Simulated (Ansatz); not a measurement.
The structure comes from a relaxation in the same program, started in the rocksalt type, and has space group Fm-3m. Whether it is a known phase or the ground state wasn't checked.

A run on LiH: DFT, PBE, all-electron LAPW, scalar-relativistic (Ansatz 0.2.0). The input:

```yaml
crystal:
  lattice:
    - [0.0, 2.0034924843, 2.0034924843]
    - [2.0034924843, 0.0, 2.0034924843]
    - [2.0034924843, 2.0034924843, 0.0]
  atoms:
    - { symbol: Li, position: [0.0, 0.0, 0.0] }
    - { symbol: H, position: [0.5, 0.5, 0.5] }
kpoints:
  mp_grid: { grid: [14, 14, 14] }
scf:
  occupations: { method: fermi_dirac, width: 0.08 }
hamiltonian:
  xc: pbe
  pseudopotentials:
    kind: all_electron
    lapw: { basis_error: 0.001, muffin_tin_radii: { Li: 1.25, H: 1.25 } }
output:
  forces: true
  stress: true
  eigenvalues: true
```

Is the run sound, and if not, why?

No. The program refused the input. The typed spheres overlap: twice 1.250 Å exceeds the shortest distance, 2.003 Å; smaller radii, or none typed, cure it. It says:
```
Error: `kind: all_electron` solves this crystal on LAPW (the input types lapw, or this build lists no dataset of some species for it), and no LAPW basis is found for it: the given muffin-tin radii of H and Li, or the smallest supported ones, add up to 2.500 Å, and 2.003 Å are free between these atoms; give smaller radii, or leave one out; where each species has a listed dataset, leave lapw and dirac_shells out and run without spin–orbit coupling, or set another kind (and leave the keys of all_electron out)
```
 The same cell converged in the base run, which differs by not having this change: all sphere radii typed as 1.25 A.
